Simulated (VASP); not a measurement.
Write the native input for VASP 6.6.1 that does the following.

```
Task                   : band structure
Functional             : PBE
Potentials or basis    : VASP PAW PBE potentials, release 64 (Ge_d, Se)
Cutoff                 : 520 eV
k mesh                 : 4 × 8 × 6
Occupations            : gaussian, width 0.02 eV
Spin                   : no spin polarisation
Further INCAR settings : ALGO = Normal; EDIFF = 1e-07; NBANDS = 50
```

The system is GeSe.

```xyz
8
Lattice="10.7900 0.0000 0.0000 0.0000 3.8200 0.0000 0.0000 0.0000 4.3800" Properties=species:S:1:pos:R:3 pbc="T T T"
Ge    1.3056    2.8650    3.9157
Ge    6.7006    2.8650    2.6543
Ge    4.0894    0.9550    1.7257
Ge    9.4844    0.9550    0.4643
Se    9.1931    2.8650    2.1769
Se    3.7981    2.8650    0.0131
Se    6.9919    0.9550    4.3669
Se    1.5969    0.9550    2.2031
```

The input as run:

POSCAR

```
GeSe
1.0
   10.7900000000      0.0000000000      0.0000000000
    0.0000000000      3.8200000000      0.0000000000
    0.0000000000      0.0000000000      4.3800000000
Ge Se
4 4
Direct
    0.1210000000      0.7500000000      0.8940000000
    0.6210000000      0.7500000000      0.6060000000
    0.3790000000      0.2500000000      0.3940000000
    0.8790000000      0.2500000000      0.1060000000
    0.8520000000      0.7500000000      0.4970000000
    0.3520000000      0.7500000000      0.0030000000
    0.6480000000      0.2500000000      0.9970000000
    0.1480000000      0.2500000000      0.5030000000
```

INCAR.step1

```
SYSTEM = GeSe
PREC     = Accurate       ! precision mode
ENCUT    = 520            ! plane-wave cutoff, eV
EDIFF    = 1E-7           ! SCF threshold, eV
ISMEAR   = 0              ! smearing method
SIGMA    = 0.02           ! smearing width, eV
LREAL    = .FALSE.        ! projectors in reciprocal space
LASPH    = .TRUE.         ! aspherical terms in the spheres
NELM     = 60             ! most SCF steps
ALGO     = Normal         ! electronic algorithm
ISIF     = 2              ! what is computed and relaxed
LWAVE    = .FALSE.        ! write WAVECAR
LCHARG   = .TRUE.         ! write CHGCAR
GGA      = PE             ! functional
NBANDS   = 50             ! bands
```

KPOINTS.step1

```
regular mesh
0
G
  4 8 6
  0 0 0
```

INCAR.step2

```
SYSTEM = GeSe
PREC     = Accurate       ! precision mode
ENCUT    = 520            ! plane-wave cutoff, eV
EDIFF    = 1E-7           ! SCF threshold, eV
ISMEAR   = 0              ! smearing method
SIGMA    = 0.05           ! smearing width, eV
LREAL    = .FALSE.        ! projectors in reciprocal space
LASPH    = .TRUE.         ! aspherical terms in the spheres
NELM     = 60             ! most SCF steps
ALGO     = Normal         ! electronic algorithm
ISIF     = 2              ! what is computed and relaxed
LWAVE    = .FALSE.        ! write WAVECAR
LCHARG   = .FALSE.        ! write CHGCAR
GGA      = PE             ! functional
NBANDS   = 50             ! bands
ICHARG   = 11             ! starting density
```

KPOINTS.step2

```
path GXSYGZURTZ,YT,UX,SR
20
line-mode
reciprocal
 0.0000000000  0.0000000000  0.0000000000  G
 0.0000000000  0.5000000000  0.0000000000  X

 0.0000000000  0.5000000000  0.0000000000  X
 0.0000000000  0.5000000000  0.5000000000  S

 0.0000000000  0.5000000000  0.5000000000  S
 0.0000000000  0.0000000000  0.5000000000  Y

 0.0000000000  0.0000000000  0.5000000000  Y
 0.0000000000  0.0000000000  0.0000000000  G

 0.0000000000  0.0000000000  0.0000000000  G
 0.5000000000  0.0000000000  0.0000000000  Z

 0.5000000000  0.0000000000  0.0000000000  Z
 0.5000000000  0.5000000000  0.0000000000  U

 0.5000000000  0.5000000000  0.0000000000  U
 0.5000000000  0.5000000000  0.5000000000  R

 0.5000000000  0.5000000000  0.5000000000  R
 0.5000000000  0.0000000000  0.5000000000  T

 0.5000000000  0.0000000000  0.5000000000  T
 0.5000000000  0.0000000000  0.0000000000  Z

 0.0000000000  0.0000000000  0.5000000000  Y
 0.5000000000  0.0000000000  0.5000000000  T

 0.5000000000  0.5000000000  0.0000000000  U
 0.0000000000  0.5000000000  0.0000000000  X

 0.0000000000  0.5000000000  0.5000000000  S
 0.5000000000  0.5000000000  0.5000000000  R
```

Potentials or basis: VASP PAW PBE potentials, release 64 (Ge_d, Se).

Run with:

```bash
$ cat potpaw_PBE.64/Ge_d/POTCAR potpaw_PBE.64/Se/POTCAR > POTCAR
$ cp INCAR.step1 INCAR
$ cp KPOINTS.step1 KPOINTS
$ mpirun -np 1 vasp_std > vasp.out
$ cp INCAR.step2 INCAR
$ cp KPOINTS.step2 KPOINTS
$ mpirun -np 1 vasp_std > vasp.out
```

It gave:

| Quantity | Value |
| --- | --- |
| Band gap on the k mesh | 0.63 eV, indirect (least direct gap 0.73 eV) |
| Band gap along the path | 0.64 eV, indirect (least direct gap 0.73 eV) |

Caveat: the log is that of the step along the path at fixed density, whose energy, stress, charges and moments have no meaning.

It took 19 min on 1 thread of AMD EPYC 9R45 (Zen 5), on a shared host, peak memory 1.4 GiB.
